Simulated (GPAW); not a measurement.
# MnO (Fm-3m) in GPAW: notebook

Runs on MnO. Level: r2SCAN+U. Tasks: single point.

All numbers are computed with GPAW 26.7.0; they aren't measurements. Logs are shortened: lines on timing, memory, paths and dates and some standing lists are left out, and cuts for length are marked. The log counts tension as positive stress, the text compression.

### 1 The crystal as given

Symmetry: Fm-3m, No. 225, cubic system. The conventional cell has a = 4.444 Å, b = 4.444 Å, c = 4.444 Å, α = 90.00°, β = 90.00°, γ = 90.00°. Mn (site symmetry m-3m) has 6 O at 2.22 Å as nearest neighbours. O (site symmetry m-3m) has 6 Mn at 2.22 Å as nearest neighbours.

### 2 Single point, r2SCAN+U, collinear spin, ferromagnetic start

run.py reads:

```python
from ase.dft.bandgap import bandgap
from ase.io import read, write
from ase.units import GPa
from gpaw import GPAW, PW

atoms = read('POSCAR')
atoms.set_initial_magnetic_moments([4.0, 0.0])

calc = GPAW(mode=PW(800),
            xc='MGGA_X_R2SCAN+MGGA_C_R2SCAN',
            kpts={'size': (7, 7, 7), 'gamma': True},
            occupations={'name': 'fermi-dirac', 'width': 0.05},
            setups={'Mn': ':d,2.0'},
            nbands=21,
            convergence={'density': 1e-05, 'energy': 1e-05},
            maxiter=150,
            txt='gpaw.txt')
atoms.calc = calc
energy = atoms.get_potential_energy()
forces = atoms.get_forces()
stress = atoms.get_stress()
calc.write('gs.gpw')
write('result.traj', atoms)
print(f'Energy: {energy:.6f} eV')
print('Forces (eV/A):')
print(forces.round(4))
print('Stress (GPa):', (stress / GPa).round(3))
print('Moments:', calc.get_magnetic_moments().round(3))
print('Fermi level:', round(calc.get_fermi_level(), 4), 'eV')
print(f'Gap: {bandgap(calc)[0]:.4f} eV, direct: {bandgap(calc, direct=True)[0]:.4f} eV')
```

POSCAR reads:

```
MnO
1.0
    0.0000000000      2.2220003300      2.2220003300
    2.2220003300      0.0000000000      2.2220003300
    2.2220003300      2.2220003300      0.0000000000
Mn O
1 1
Direct
    0.0000000000      0.0000000000      0.0000000000
    0.5000000000      0.5000000000      0.5000000000
```

Potentials or basis: GPAW PAW data sets (gpaw-data 1.2.1), pw.

Run with:

```bash
$ OMP_NUM_THREADS=1 python run.py
```

gpaw.txt:

```text
__  _  _
 | _ |_)|_||  |
 |__||  | ||/\| - 26.7.0

Input parameters:
  mode=PW(ecut=800.0),
  convergence={'density': 1e-05, 'energy': 1e-05},
  kpts=MonkhorstPack(size=(7, 7, 7), gamma=True),
  maxiter=150,
  nbands=21,
  occupations=Occupations(name='fermi-dirac', width=0.05),
  setups={'Mn': ':d,2.0'},
  xc=XC(name='MGGA_X_R2SCAN+MGGA_C_R2SCAN')

Diagonalizing LCAO Hamiltonian
Converting LCAO to pw mode

              O

       Mn

Atoms  # Å, Bohr magnetons
|   | symbol |        x |        y |        z |    initial magnetic moments |
|---|--------|----------|----------|----------|-----------------------------|
| 0 |     Mn | 0.000000 | 0.000000 | 0.000000 | ( 0.0000,  0.0000,  4.0000) |
| 1 |      O | 2.222000 | 2.222000 | 2.222000 | ( 0.0000,  0.0000,  0.0000) |

Unit cell  # Å
| periodic |        x |        y |        z |  lengths |    angles |
|----------|----------|----------|----------|----------|-----------|
|      yes | 0.000000 | 2.222000 | 2.222000 | 3.142383 | 60.000000 |
|      yes | 2.222000 | 0.000000 | 2.222000 | 3.142383 | 60.000000 |
|      yes | 2.222000 | 2.222000 | 0.000000 | 3.142383 | 60.000000 |

Number of symmetries: 48
Symmetry operations  # r_c * U_cc + t_c -> r_c
|    | kind |            matrix            |
|----|------|------------------------------|
|  0 |  σ   |  1, 0, 0,  1, 0,-1,  1,-1, 0 |
|  1 |  C2  |  1, 0, 0,  1,-1, 0,  1, 0,-1 |
|  2 |  E   |  1, 0, 0,  0, 1, 0,  0, 0, 1 |
|  3 |  σ   |  1, 0, 0,  0, 0, 1,  0, 1, 0 |
|  4 |  C4  |  1, 0,-1,  1, 0, 0,  1,-1, 0 |
|  5 |  S6  |  1, 0,-1,  1,-1, 0,  1, 0, 0 |
|  6 |  σ   |  1, 0,-1,  0, 1,-1,  0, 0,-1 |
|  7 |  C3  |  1, 0,-1,  0, 0,-1,  0, 1,-1 |
|  8 |  S6  |  1,-1, 0,  1, 0, 0,  1, 0,-1 |
|  9 |  C4  |  1,-1, 0,  1, 0,-1,  1, 0, 0 |
| 10 |  C3  |  1,-1, 0,  0,-1, 1,  0,-1, 0 |
| 11 |  σ   |  1,-1, 0,  0,-1, 0,  0,-1, 1 |
| 12 |  σ   |  0, 1, 0,  1, 0, 0,  0, 0, 1 |
| 13 |  C4  |  0, 1, 0,  0, 1,-1, -1, 1, 0 |
| 14 |  C3  |  0, 1, 0,  0, 0, 1,  1, 0, 0 |
| 15 |  S6  |  0, 1, 0, -1, 1, 0,  0, 1,-1 |
| 16 |  C2  |  0, 1,-1,  1, 0,-1,  0, 0,-1 |
| 17 |  σ   |  0, 1,-1,  0, 1, 0, -1, 1, 0 |
| 18 |  S4  |  0, 1,-1,  0, 0,-1,  1, 0,-1 |
| 19 |  C4  |  0, 1,-1, -1, 1, 0,  0, 1, 0 |
| 20 |  C3  |  0, 0, 1,  1, 0, 0,  0, 1, 0 |
| 21 |  σ   |  0, 0, 1,  0, 1, 0,  1, 0, 0 |
| 22 |  S6  |  0, 0, 1,  0,-1, 1, -1, 0, 1 |
| 23 |  C4  |  0, 0, 1, -1, 0, 1,  0,-1, 1 |
| 24 |  S4  |  0, 0,-1,  1, 0,-1,  0, 1,-1 |
| 25 |  C3  |  0, 0,-1,  0, 1,-1,  1, 0,-1 |
| 26 |  C2  |  0, 0,-1,  0,-1, 0, -1, 0, 0 |
| 27 |  S6  |  0, 0,-1, -1, 0, 0,  0,-1, 0 |
| 28 |  S4  |  0,-1, 1,  1,-1, 0,  0,-1, 0 |
| 29 |  C4  |  0,-1, 1,  0, 0, 1, -1, 0, 1 |
| 30 |  C2  |  0,-1, 1,  0,-1, 0,  1,-1, 0 |
| 31 |  σ   |  0,-1, 1, -1, 0, 1,  0, 0, 1 |
| 32 |  C3  |  0,-1, 0,  1,-1, 0,  0,-1, 1 |
| 33 |  S6  |  0,-1, 0,  0, 0,-1, -1, 0, 0 |
| 34 |  S4  |  0,-1, 0,  0,-1, 1,  1,-1, 0 |
| 35 |  C2  |  0,-1, 0, -1, 0, 0,  0, 0,-1 |
| 36 |  C2  | -1, 1, 0,  0, 1, 0,  0, 1,-1 |
| 37 |  S6  | -1, 1, 0,  0, 1,-1,  0, 1, 0 |
| 38 |  S4  | -1, 1, 0, -1, 0, 1, -1, 0, 0 |
| 39 |  C3  | -1, 1, 0, -1, 0, 0, -1, 0, 1 |
| 40 |  S6  | -1, 0, 1,  0, 0, 1,  0,-1, 1 |
| 41 |  C2  | -1, 0, 1,  0,-1, 1,  0, 0, 1 |
| 42 |  C3  | -1, 0, 1, -1, 1, 0, -1, 0, 0 |
| 43 |  S4  | -1, 0, 1, -1, 0, 0, -1, 1, 0 |
| 44 |  C2  | -1, 0, 0,  0, 0,-1,  0,-1, 0 |
| 45 |  i   | -1, 0, 0,  0,-1, 0,  0, 0,-1 |
| 46 |  σ   | -1, 0, 0, -1, 1, 0, -1, 0, 1 |
| 47 |  C2  | -1, 0, 0, -1, 0, 1, -1, 1, 0 |

BZ-sampling:
  Number of BZ points: 343
  Number of IBZ points: 20

  Monkhorst-Pack size: [7, 7, 7]
  Monkhorst-Pack shift: [0, 0, 0]

K-points  # in reciprocal-cell coordinates
|     |                                coordinates |     weight |
|-----|--------------------------------------------|------------|
|   0 | (  0.00000000,   0.00000000,   0.00000000) | 0.00291545 |
|   1 | (  0.14285714,   0.14285714,   0.00000000) | 0.01749271 |
|   2 | (  0.14285714,   0.14285714,   0.14285714) | 0.02332362 |
|   3 | (  0.28571429,   0.14285714,   0.14285714) | 0.03498542 |
|   4 | (  0.28571429,   0.28571429,   0.00000000) | 0.01749271 |
|   5 | (  0.28571429,   0.28571429,   0.14285714) | 0.06997085 |
|   6 | (  0.28571429,   0.28571429,   0.28571429) | 0.02332362 |
|   7 | (  0.42857143,  -0.28571429,  -0.28571429) | 0.03498542 |
|   8 | (  0.42857143,   0.28571429,  -0.42857143) | 0.13994169 |
|   9 | (  0.42857143,   0.28571429,  -0.28571429) | 0.06997085 |
| ... |                                            |            |
|  19 | (  0.42857143,   0.42857143,   0.42857143) | 0.02332362 |

Plane wave coefficients: 1143
Cutoff: 800.0 eV

Spin-components: 2 (collinear spins)
Bands:           21
Projectors:      11
Spin-degeneracy: 1
Datatype:        complex128

Parallelization:
  kpt:    1
  domain: 1
  band:   1

Density:
  Valence electrons: 21.0
  Components: 2
  Grid points: [21 21 21]
  Charge: 0.0  # |e|

Potential:
  Grid points: [21 21 21]

species:
  Mn:
    name:    Manganese
    Z:       25.0
    valence: 15
    core:    10
    charge:  0.0  # [|e|]
    Hubbard: {U: 2.0,  # eV
              l: 2,
              scale: True}
    compensation charges:
      type: gauss
      rc: 0.38  # [Å]
      lmax: 2
    cutoffs:
      filter: 2.14  # [Å]
      core: 0.86  # [Å]
    projectors
    | kind |    occ | energy [eV] | rcut [Å] |
    |------|--------|-------------|----------|
    |   3s |  2.000 |     -85.859 |    1.275 |
    |   4s |  2.000 |      -5.106 |    1.275 |
    |   3p |  6.000 |     -54.597 |    1.281 |
    |   4p |  0.000 |      -1.371 |    1.281 |
    |   3d |  5.000 |      -6.771 |    1.138 |
    |    d |        |      20.441 |    1.138 |

    Using partial waves for Mn as LCAO basis

  O:
    name:    Oxygen
    Z:       8.0
    valence: 6
    core:    2
    charge:  0.0  # [|e|]
    compensation charges:
      type: gauss
      rc: 0.21  # [Å]
      lmax: 2
    cutoffs:
      filter: 1.17  # [Å]
      core: 0.83  # [Å]
    projectors
    | kind |    occ | energy [eV] | rcut [Å] |
    |------|--------|-------------|----------|
    |   2s |  2.000 |     -23.961 |    0.688 |
    |   2p |  4.000 |      -9.029 |    0.598 |
    |    s |        |       3.251 |    0.688 |
    |    p |        |      18.182 |    0.598 |
    |    d |        |       0.000 |    0.619 |

    Using partial waves for O as LCAO basis

Reference energy: -33554.940374  # eV

eigensolver:
  PPCG
  Converge bands: occupied
  niter=2

density mixing:
  MSR1-Mixer
  Pratt-step length: 0.05
  Maximum mixing coefficient: 0.75
  Old densities: 10
  SVD Regularization: 0.005
  Good broyden scale: 1.0
  Trust region scale: 1.0
  Backstep threshold: 4.0
  History deletion threshold: 6.0
  Fourier metric: weight=20.0, sigma=0.015

occupation numbers:
  Fermi-Dirac:
    width: 0.0500  # eV

poisson solver:
  ecut: 6400.0  # eV

xc functional:
  name: MGGA_X_R2SCAN+MGGA_C_R2SCAN with 2 nearest neighbor stencil

convergence criteria:
- Maximum integral of absolute [dens]ity change: 1e-05 electrons / valence electron
- Maximum [total energy] change in last 3 cyles: 1e-05 eV / valence electron
- Maximum integral of absolute [eigenst]ate change: 4e-08 eV^2 / valence electron
maximum number of iterations: 150

SCF iterations
|iter     | |      energy | eigst |  dens |  magmom |
|---------|-|-------------|-------|-------|---------|
|iter:   1| |  -30.216113 | +0.15 |       |  +4.0033|
|iter:   2| |  -24.440325 | -1.62 | -0.87 |  +4.0531|
|iter:   3| |  -26.423381 | -1.11 | -0.87 |  +4.8189|
|iter:   4| |  -24.620528 | -1.05 | -0.89 |  +4.7491|
|iter:   5| |  -24.407440 | -2.08 | -1.35 |  +4.7789|
|iter:   6| |  -24.433981 | -2.80 | -1.62 |  +5.0209|
|iter:   7| |  -24.433585 | -4.52 | -2.32 |  +5.0000|
|iter:   8| |  -24.433733 | -4.81 | -2.97 |  +5.0005|
|iter:   9| |  -24.433740c| -6.09 | -3.60 |  +4.9999|
|iter:  10| |  -24.433741c| -6.77 | -4.04 |  +5.0000|
|iter:  11| |  -24.433741c| -8.35c| -4.77 |  +5.0000|
|iter:  12| |  -24.433741c| -7.74c| -5.10c|  +5.0000|

Converged in 12 steps
Energy contributions relative to reference atoms: (reference = -33554.940374)

Energy contributions:
  Kinetic:          35.762833
  Coulomb:         -29.723072
  Zero:              0.227890
  External:          0.000000
  Xc:              -30.701338
  Entropy:          -0.000106
  Spinorbit:         0.000000
  ----------------------------
  Free energy:     -24.433794
  Extrapolated:    -24.433741

dipole moment: (-9.617493, -9.617493, -9.617493)  # |e|*Ang

Total magnetic moment: (0.000000, 0.000000, 5.000002)

Local magnetic moments
|        x |        y |        z |
|----------|----------|----------|
| 0.000000 | 0.000000 | 4.513271 |  # Mn   0
| 0.000000 | 0.000000 | 0.167112 |  # O    1

Fermi level: 7.780
Eigenvalues  # (at kpt = [0.000, 0.000, 0.000])
| band index |      eig [eV] | occ [0-1] |      eig [eV] | occ [0-1] |
|------------|---------------|-----------|---------------|-----------|
|          0 |       -76.741 |     1.000 |       -70.164 |     1.000 |
|        ... |               |           |               |           |
|          3 |       -44.293 |     1.000 |       -37.780 |     1.000 |
|          4 |       -13.156 |     1.000 |       -12.701 |     1.000 |
|          5 |         3.620 |     1.000 |         4.704 |     1.000 |
|          6 |         3.620 |     1.000 |         4.704 |     1.000 |
|          7 |         3.620 |     1.000 |         4.704 |     1.000 |
|          8 |         3.997 |     1.000 |         9.720 |     0.000 |
|          9 |         3.997 |     1.000 |        10.932 |     0.000 |
|         10 |         4.235 |     1.000 |        10.932 |     0.000 |
|         11 |         4.235 |     1.000 |        10.932 |     0.000 |
|         12 |         4.235 |     1.000 |        11.694 |     0.000 |
|         13 |         7.914 |     0.063 |        11.694 |     0.000 |
|         14 |        22.760 |     0.000 |        23.659 |     0.000 |
|         15 |        24.764 |     0.000 |        27.427 |     0.000 |
|         16 |        24.764 |     0.000 |        27.427 |     0.000 |
|         17 |        24.764 |     0.000 |        27.427 |     0.000 |
|        ... |               |           |               |           |
|         20 |        28.581 |     0.000 |        31.742 |     0.000 |

Gap: 0.446 eV
Transition (v -> c):
  (s=0, k=19, n=12, [0.43, 0.43, 0.43]) -> (s=0, k=0, n=13, [0.00, 0.00, 0.00])
Direct/indirect transitions are different
Direct gap: 3.210 eV
Transition at: (s=1->0, k=0, n=7, [0.00, 0.00, 0.00])

Forces  # eV/Ang
|        x |        y |        z |
|----------|----------|----------|
|  0.00000 |  0.00000 |  0.00000 |  # Mn   0
| -0.00000 | -0.00000 | -0.00000 |  # O    1

Stress tensor  # eV/Ang^3
|         x |         y |         z |
|-----------|-----------|-----------|
| -0.033978 | -0.000000 | -0.000000 |
| -0.000000 | -0.033978 |  0.000000 |
| -0.000000 |  0.000000 | -0.033978 |

# Writing to gs.gpw (mode='')
```

Wall time 90 s (1 thread of Arm Neoverse V1, shared host); peak memory 0.26 GiB.

Results:

```yaml
Free_energy: -24.4338 eV
Pressure: 5.4 GPa
Band_gap_on_the_k_mesh: 0.45 eV, indirect (least direct gap 3.21 eV)
Net_moment: 5.00 μB per cell
Site_moments: Mn +4.51; O +0.17 μB
```

Caveat: the PAW data sets were made with another functional, which shifts forces and pressure a little; an odd mesh through Γ misses points on the zone boundary, where band edges often lie; a cell with one magnetic atom can't hold antiferromagnetic order, which such compounds often take.

### 3 Single point, r2SCAN+U, collinear spin, ferromagnetic start

run.py, as its differences from that of step 2:

```diff
@@ -5,3 +5,3 @@
 
-atoms = read('POSCAR')
+atoms = read('MnO.xyz')
 atoms.set_initial_magnetic_moments([4.0, 0.0])
@@ -12,3 +12,3 @@
             occupations={'name': 'fermi-dirac', 'width': 0.05},
-            setups={'Mn': ':d,2.0'},
+            setups={'Mn': ':d,3.0'},
             nbands=21,
```

MnO.xyz reads:

```xyz
2
Lattice="0.0000000000 2.2220003300 2.2220003300 2.2220003300 0.0000000000 2.2220003300 2.2220003300 2.2220003300 0.0000000000" Properties=species:S:1:pos:R:3 pbc="T T T"
Mn     0.0000000000      0.0000000000      0.0000000000
O      2.2220003300      2.2220003300      2.2220003300
```

Potentials or basis: GPAW PAW data sets (gpaw-data 1.2.1), pw.

Run with:

```bash
$ OMP_NUM_THREADS=1 python run.py
```

It took 89 s on 1 thread of Arm Neoverse V1, shared host; peak memory 0.26 GiB.

It converged, with:

| Item | Value |
| --- | --- |
| Free energy | -24.4333 eV |
| Pressure | 6.2 GPa |
| Band gap on the k mesh | 0.72 eV, indirect (least direct gap 3.23 eV) |
| Net moment | 5.00 μB per cell |
| Site moments | Mn +4.54; O +0.15 μB |

Levels at points of the mesh, in eV from the valence-band top:
Spin up:
```csv
k point,band 11,band 12,band 13,band 14,band 15,band 16
"(0.00, 0.00, 0.00)",-2.94,-2.94,-2.94,0.72,15.54,17.41
```
Spin down:
```tsv
k point	band 6	band 7	band 8	band 9	band 10	band 11
(0.00, 0.00, 0.00)	-2.51	-2.51	-2.51	2.50	4.19	4.19
```

Caveat: the PAW data sets were made with another functional, which shifts forces and pressure a little; an odd mesh through Γ misses points on the zone boundary, where band edges often lie; a cell with one magnetic atom can't hold antiferromagnetic order, which such compounds often take.
